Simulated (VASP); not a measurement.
Here is a VASP 6.6.1 calculation.

INCAR

```
SYSTEM = Si
ALGO = Fast ; EDIFF = 1E-7
EDIFFG = -0.01 ; ENCUT = 600
GGA = PE ; IBRION = 2
ISIF = 2 ; ISMEAR = 1
LASPH = .TRUE. ; LCHARG = .FALSE.
LREAL = .FALSE. ; LWAVE = .FALSE.
NELM = 80 ; NSW = 40
PREC = Accurate ; SIGMA = 0.1
```

KPOINTS

```
k-points
0
G
  16 16 16
  0 0 0
```

The input POSCAR:

```
Si                                      
1.0
    0.0000000000      1.9565644701      1.9565644701
    1.9565644701      0.0000000000      1.9565644701
    1.9565644701      1.9565644701      0.0000000000
  Si            
     1
Direct
     0.0000000000000000    0.0000000000000000    0.0000000000000000
```

Potentials or basis: VASP PAW PBE potentials, release 64 (Si).

Run with:

```sh
$ cat potpaw_PBE.64/Si/POTCAR > POTCAR
$ mpirun -np 1 vasp_std > vasp.out
```

(1) Predict the band gap on the k mesh.

Results:

(1) none (metal or under the smearing width).

Caveat: the relaxation stopped at its first step, so nothing moved.
